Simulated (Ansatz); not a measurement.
# Spin–orbit splittings in Hf

```xyz
2
Lattice="3.1967 0.0000 0.0000 -1.5983 2.7684 0.0000 0.0000 0.0000 5.0578" Properties=species:S:1:pos:R:3 pbc="T T T"
Hf    0.0000    1.8456    1.2645
Hf    1.5983    0.9228    3.7934
```

Atom numbers follow the list: Hf1, Hf2.

Conventional cell: a = 3.197 Å, b = 3.197 Å, c = 5.058 Å, α = 90.00°, β = 90.00°, γ = 120.00°. Hf (atom 1) has 12 Hf at 3.13 to 3.20 Å as nearest neighbours.

The cell is COD entry 9008501, as deposited and not checked against the literature; nothing was relaxed.

Levels of theory: DFT, PBE, all-electron LAPW, scalar-relativistic (Ansatz 0.2.0); DFT, PBE, all-electron LAPW, Dirac equation with spin-orbit coupling (Ansatz 0.2.0).

Sampling and basis: a Γ-centred 13×13×7 k mesh, Fermi–Dirac smearing of 0.05 eV, basis error target 0.5 meV/atom, no spin polarisation.

Levels between -4 and 3 eV, each run counted from its own valence-band top where it has a gap, else its Fermi level. Scalar levels are listed once for both spins; with the coupling every spinor state is counted. Levels near the edges of the range can cross them.

Q: At Γ (0.000, 0.000, 0.000) the scalar-relativistic levels are -3.71, 0.63, 1.17 (×2), 1.45, 1.99 (×2), 2.63 (×2). What are they with spin–orbit coupling?

A: -3.68 (×2), 0.59 (×2), 1.01 (×2), 1.39 (×2), 1.43 (×2), 1.78 (×2), 2.24 (×2), 2.62 (×2), 2.84 (×2).

Q: At A (0.000, 0.000, 0.500) the scalar-relativistic levels are 0.15 (×2), 1.06 (×4). What are they with spin–orbit coupling?

A: 0.15 (×4), 0.94 (×4), 1.24 (×4).
